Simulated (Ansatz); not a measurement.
# Aluminium, fcc under PBE: convergence with the cold (Marzari-Vanderbilt) smearing, part 2 of 2

How small must the cold (Marzari-Vanderbilt) smearing width be for energy and pressure to settle? The geometry was relaxed under PBE beforehand and stays fixed; 7 values are run, from 0.01 to 1.0 eV. Wanted are the values from which on the energy stays within 10 and 1 meV/atom, and the pressure within 0.5 GPa, of the narrowest run. Within the series other settings stay, but some runs also write fields, which adds to their time. Spin polarisation is left out.

Ansatz 0.2.0; DFT PBE, plane waves with PAW, scalar-relativistic. Earlier steps stand in the parts before.

### 6 With a width of 0.3 eV

The run at 0.3 eV.

input.yaml

```yaml
crystal:
  lattice:
    - [0.0, 2.0199630948, 2.0199630948]
    - [2.0199630948, 0.0, 2.0199630948]
    - [2.0199630948, 2.0199630948, 0.0]
  atoms:
    - { symbol: Al, position: [0.0, 0.0, 0.0] }
hamiltonian:
  xc: pbe
  pseudopotentials:
    kind: paw
    azcp:
      Al: "pseudopotentials/Al.paw.azcp"
basis:
  ecutwfc: 420
  fft_grid_basis: typed
kpoints:
  mp_grid: { grid: [13, 13, 13], shift: [0, 0, 0] }
magnetization:
  spin_polarized: false
scf:
  occupations: { method: cold, width: 0.3 }
  lower_state_search: "off"
output:
  stress: true
```

Started as:

```sh
$ ansatz run input.yaml --threads 1 --pin off --max-ram 3584MiB --backend cpu --events-out ev --progress --plain --runs-dir out
```

The log of the run:

```text
Engine: ansatz 0.2.0, x86_64-unknown-linux-gnu
Pseudopotentials: kind: paw
Pseudopotential: Al, paw, valence charge 3, recommended cutoff 420 eV (normal), <dir>
Functional definition: PBE
  parameter kappa = 0.804
  parameter beta = 0.06672455060314922
  exchange = pbe_x(kappa = kappa, mu = beta*pi^2/3)
  correlation = pbe_c(beta = beta)
Crystal: 1 atoms, lattice volume = 16.484 Å³
Basis set: ecut = 420 eV, 331 PW (Γ)
Bands: 6, of which v1, the nominal top of the filled ones, is band 2 counted from 1 (1 counted from 0)
Symmetry: 48 space group operations
Space group: Fm-3m (ITA 225), of the structure as read, at distance tolerance 2.5e-5 Å
k-points: 84 of 2197
Non-local potential: Al, projectors of the file, l = 0: 2, l = 1: 2, l = 2: 1
PAW form: soft (Blöchl's): semilocal exchange-correlation on the pseudo side does not see the compensation charge
PAW one-centre angular grid: Al, 110 points (default); XC on 64 Gauss nodes
Initial density: superposition of atomic densities (neutral atoms: chi_scale 0, normalization atom), corrected by the library's trained network
Initial wavefunctions: pseudopotential atomic-orbital guess
Functional: x = pbe(κ = 0.804, μ = 0.2195149727645171), c = pbe(β = 0.06672455060314922)
SCF iter   1: F=—  HF=-537.497957 eV  |F-HF|=—  |Δ(HF+E_count)|=         —  Δρ=4.89e-4  dr2=1.26e-5  ethr=1.77e-3  ⟨swp⟩=4.6  Hψ=4083  notcnv=0
preconditioner: auto → none  [metal: Δε(μ)=0.075 eV  Ē_g=13.190 eV  σ=0.300 eV  W_gap=0.16  n_scr=0 (ndim 8)  ℏωp=15.8 eV  f_vac=0.000  D(μ)=0.48/eV (n_scr^D=0)]
SCF iter   2: F=—  HF=-537.497986 eV  |F-HF|=—  |Δ(HF+E_count)|=   2.85e-5  S|Δr|=    0.00e0  Δρ=2.47e-4  dr2=3.09e-6  ethr=4.19e-7  ⟨swp⟩=2.0  Hψ=1282  notcnv=0
SCF iter   3: F=-537.497998 eV  HF=-537.497998 eV  |F-HF|=4.20e-9  |Δ(HF+E_count)|=   1.19e-5  S|Δr|=    0.00e0  Δρ=1.24e-5  dr2=2.48e-8  ethr=3.33e-9  ⟨swp⟩=2.1  Hψ=1444  notcnv=0
SCF 1 converged in 3 iterations: F = -537.497998 eV  dr2 = 2.48e-8
SCF converged after 3 iterations
Stability not checked: this state was not tested for a lower state beside it, because cold or Methfessel-Paxton smearing, or corrected tetrahedra, fill the levels in a way that the test cannot read (fill_not_monotonic; see scf.lower_state_search)
Free energy (F): -537.497998 eV
Harris-Foulkes:  -537.497998 eV  (|F-HF|=4.20e-9)
Internal energy: -537.498469 eV  (E = F + TS)
E sigma→0 (E₀):  -537.498155 eV
Entropy (-TS):   0.000471 eV (0.471 meV/atom)
Fermi energy:    7.889588 eV
--- Per-component energies (eV) ---
  E_band       = 10.595102
  E_kinetic    = 22.789580
  E_local      = 9.920100  (includes V_loc(G=0)·N_el)
  E_nonlocal   = 10.297163
  E_hartree    = 0.105085
  E_xc         = -39.735397
  E_vxc        = -28.963137  (∫ρ·V_xc dr)
  E_paw        = -467.336093  (= ΣΔE_a)
  E_vpaw       = -3.658688  (= ΣTr[D̂ρ^β])
  E_aug_tail   = -0.000002  (compensation charges beyond the density's cutoff)
  E_ewald      = -73.538905
  E_smearing   = 0.000471  (= −TS)
  E_closure    = 0.000000  (closes the sum)
  Σ components = -537.497998   (vs F -537.497998, Δ=0.00e0)
--- Stress (GPa, compression-positive) ---
       -0.086930      -0.000000      -0.000000
       -0.000000      -0.086930      -0.000000
       -0.000000       0.000000      -0.086930
  P = ⅓ Tr σ = -0.0869 GPa (-0.869 kbar)
```

Wall time 0.77 s (1 thread of Intel Xeon Platinum 8259CL at 2.50GHz (Skylake/Cascade Lake), shared host); peak memory 0.43 GiB.

### 7 With a width of 0.6 eV

The run at 0.6 eV.

Changes to input.yaml since step 6:

```diff
@@ -21,3 +21,3 @@
 scf:
-  occupations: { method: cold, width: 0.3 }
+  occupations: { method: cold, width: 0.6 }
   lower_state_search: "off"
```

Started as:

```sh
$ ansatz run input.yaml --threads 1 --pin off --max-ram 3584MiB --backend cpu --events-out ev --progress --plain --runs-dir out
```

The log of the run:

```text
[... 8 set-up lines as earlier in the session ...]
Crystal: 1 atoms, lattice volume = 16.484 Å³
Basis set: ecut = 420 eV, 331 PW (Γ)
Bands: 6, of which v1, the nominal top of the filled ones, is band 2 counted from 1 (1 counted from 0)
[... 2 set-up lines as earlier in the session ...]
k-points: 84 of 2197
[... 6 set-up lines as earlier in the session ...]
SCF iter   1: F=—  HF=-537.498699 eV  |F-HF|=—  |Δ(HF+E_count)|=         —  Δρ=4.63e-4  dr2=9.35e-6  ethr=1.77e-3  ⟨swp⟩=4.9  Hψ=4082  notcnv=0
preconditioner: auto → none  [metal: Δε(μ)=0.075 eV  Ē_g=13.190 eV  σ=0.600 eV  W_gap=0.09  n_scr=0 (ndim 8)  ℏωp=15.8 eV  f_vac=0.000  D(μ)=0.45/eV (n_scr^D=0)]
SCF iter   2: F=—  HF=-537.498731 eV  |F-HF|=—  |Δ(HF+E_count)|=   3.11e-5  S|Δr|=    0.00e0  Δρ=2.39e-4  dr2=2.67e-6  ethr=3.12e-7  ⟨swp⟩=2.0  Hψ=1283  notcnv=0
SCF iter   3: F=-537.498742 eV  HF=-537.498742 eV  |F-HF|=9.80e-9  |Δ(HF+E_count)|=   1.13e-5  S|Δr|=    0.00e0  Δρ=1.34e-5  dr2=3.28e-8  ethr=3.33e-9  ⟨swp⟩=2.1  Hψ=1473  notcnv=0
SCF 1 converged in 3 iterations: F = -537.498742 eV  dr2 = 3.28e-8
SCF converged after 3 iterations
Stability not checked: this state was not tested for a lower state beside it, because cold or Methfessel-Paxton smearing, or corrected tetrahedra, fill the levels in a way that the test cannot read (fill_not_monotonic; see scf.lower_state_search)
Free energy (F): -537.498742 eV
Harris-Foulkes:  -537.498742 eV  (|F-HF|=9.80e-9)
Internal energy: -537.494087 eV  (E = F + TS)
E sigma→0 (E₀):  -537.497190 eV
Entropy (-TS):   -0.004654 eV (-4.654 meV/atom)
Fermi energy:    7.923907 eV
--- Per-component energies (eV) ---
  E_band       = 10.598937
  E_kinetic    = 22.790104
  E_local      = 9.918357  (includes V_loc(G=0)·N_el)
  E_nonlocal   = 10.304095
  E_hartree    = 0.104287
  E_xc         = -39.735727
  E_vxc        = -28.962988  (∫ρ·V_xc dr)
  E_paw        = -467.336296  (= ΣΔE_a)
  E_vpaw       = -3.659103  (= ΣTr[D̂ρ^β])
  E_aug_tail   = -0.000002  (compensation charges beyond the density's cutoff)
  E_ewald      = -73.538905
  E_smearing   = -0.004654  (= −TS)
  E_closure    = 0.000000  (closes the sum)
  Σ components = -537.498742   (vs F -537.498742, Δ=0.00e0)
--- Stress (GPa, compression-positive) ---
       -0.006754       0.000000      -0.000000
        0.000000      -0.006754       0.000000
        0.000000      -0.000000      -0.006754
  P = ⅓ Tr σ = -0.0068 GPa (-0.068 kbar)
```

Run time: 1 s. Hardware: 1 thread of Intel Xeon Platinum 8259CL at 2.50GHz (Skylake/Cascade Lake), shared host; peak memory 0.44 GiB.

### 8 With a width of 1.0 eV

The run at 1.0 eV.

Changes to input.yaml since step 7:

```diff
@@ -21,3 +21,3 @@
 scf:
-  occupations: { method: cold, width: 0.6 }
+  occupations: { method: cold, width: 1.0 }
   lower_state_search: "off"
@@ -25 +25,5 @@
   stress: true
+  write_density: true
+  write_potential: true
+  elf: true
+  volumetric_format: npy
```

Started as:

```sh
$ ansatz run input.yaml --threads 1 --pin off --max-ram 3584MiB --backend cpu --events-out ev --progress --plain --runs-dir out
```

The log of the run:

```text
[... 8 set-up lines as earlier in the session ...]
Crystal: 1 atoms, lattice volume = 16.484 Å³
Basis set: ecut = 420 eV, 331 PW (Γ)
Bands: 6, of which v1, the nominal top of the filled ones, is band 2 counted from 1 (1 counted from 0)
[... 2 set-up lines as earlier in the session ...]
k-points: 84 of 2197
[... 6 set-up lines as earlier in the session ...]
SCF iter   1: F=—  HF=-537.503864 eV  |F-HF|=—  |Δ(HF+E_count)|=         —  Δρ=4.59e-4  dr2=9.81e-6  ethr=1.77e-3  ⟨swp⟩=5.1  Hψ=4086  notcnv=0
preconditioner: auto → none  [metal: Δε(μ)=0.075 eV  Ē_g=13.190 eV  σ=1.000 eV  W_gap=0.05  n_scr=0 (ndim 8)  ℏωp=15.8 eV  f_vac=0.000  D(μ)=0.42/eV (n_scr^D=0)]
SCF iter   2: F=—  HF=-537.503889 eV  |F-HF|=—  |Δ(HF+E_count)|=   2.56e-5  S|Δr|=    0.00e0  Δρ=2.33e-4  dr2=2.44e-6  ethr=3.27e-7  ⟨swp⟩=2.0  Hψ=1285  notcnv=0
SCF iter   3: F=-537.503900 eV  HF=-537.503900 eV  |F-HF|=3.53e-9  |Δ(HF+E_count)|=   1.03e-5  S|Δr|=    0.00e0  Δρ=1.23e-5  dr2=2.42e-8  ethr=3.33e-9  ⟨swp⟩=5.3  Hψ=2579  notcnv=0
SCF 1 converged in 3 iterations: F = -537.503900 eV  dr2 = 2.42e-8
SCF converged after 3 iterations
Stability not checked: this state was not tested for a lower state beside it, because cold or Methfessel-Paxton smearing, or corrected tetrahedra, fill the levels in a way that the test cannot read (fill_not_monotonic; see scf.lower_state_search)
Free energy (F): -537.503900 eV
Harris-Foulkes:  -537.503900 eV  (|F-HF|=3.53e-9)
Internal energy: -537.489164 eV  (E = F + TS)
E sigma→0 (E₀):  -537.498988 eV
Entropy (-TS):   -0.014736 eV (-14.736 meV/atom)
Fermi energy:    7.953256 eV
--- Per-component energies (eV) ---
  E_band       = 10.604121
  E_kinetic    = 22.793121
  E_local      = 9.911164  (includes V_loc(G=0)·N_el)
  E_nonlocal   = 10.316140
  E_hartree    = 0.104204
  E_xc         = -39.737012
  E_vxc        = -28.963836  (∫ρ·V_xc dr)
  E_paw        = -467.337874  (= ΣΔE_a)
  E_vpaw       = -3.660796  (= ΣTr[D̂ρ^β])
  E_aug_tail   = -0.000002  (compensation charges beyond the density's cutoff)
  E_ewald      = -73.538905
  E_smearing   = -0.014736  (= −TS)
  E_closure    = 0.000000  (closes the sum)
  Σ components = -537.503900   (vs F -537.503900, Δ=0.00e0)
--- Stress (GPa, compression-positive) ---
        0.138415      -0.000000      -0.000000
       -0.000000       0.138415       0.000000
        0.000000      -0.000000       0.138415
  P = ⅓ Tr σ = 0.1384 GPa (1.384 kbar)
--- Band table (eV; the first three rows and the last of 84) ---
  k-point 0: bands = ["-3.1794", "20.4816", "20.4816", "20.4816", "22.0831", "22.0831"]
  k-point 1: bands = ["-3.0186", "18.1799", "20.0052", "20.0052", "22.7154", "22.8036"]
  k-point 2: bands = ["-2.5371", "15.0917", "19.3588", "19.3588", "22.5793", "23.9143"]
  k-point 83: bands = ["6.0546", "7.4892", "8.6331", "9.4642", "22.8333", "23.7148"]
```

Run time: 1 s. Hardware: 1 thread of Intel Xeon Platinum 8259CL at 2.50GHz (Skylake/Cascade Lake), shared host; peak memory 0.45 GiB.

### 9 All values side by side

Energies count from the run at 0.01 eV.

```csv
smearing (eV),F (meV/atom),E(σ → 0) (meV/atom),P (GPa),SCF cycles,CPU time
0.01,0.00,0.00,0.11,3,1.5 s
0.03,-0.07,-0.05,0.12,3,0.64 s
0.1,-0.34,-0.40,-0.02,3,0.68 s
0.2,0.22,-0.05,-0.08,3,0.7 s
0.3,0.46,0.30,-0.09,3,0.77 s
0.6,-0.28,1.26,-0.01,3,1 s
1.0,-5.44,-0.54,0.14,3,0.99 s
```

### 10 Summary of results

What follows sums up all 2 parts.

```
                                           quantity                       value
       E(σ → 0) stays within 10 meV/atom of 0.01 eV                up to 1.0 eV
                   E(σ → 0) stays within 1 meV/atom                up to 0.3 eV
                      pressure stays within 0.5 GPa                up to 1.0 eV
                                pressure at 0.01 eV                    0.11 GPa
energy of a separate run on a finer mesh (22×22×22)  -5.5 meV/atom from 0.01 eV
```

What this shows: The far end, 1.0 eV, lies -0.5 meV/atom and 0.0 GPa from the yardstick. The free energy F moves by -5.4 meV/atom over the range, and the estimate for σ → 0 by -0.5. This scheme cancels the term in the square of the width, so F moves little up to 0.2 eV. The mesh (13×13×13) is fixed, so the narrowest widths carry a k-point error of their own. The yardstick itself is unsettled by 5.5 meV/atom against the finer mesh, so the thresholds above hold only within this series, and wider smearing, which averages over more states, can land nearer the fine-mesh value than the narrowest does.
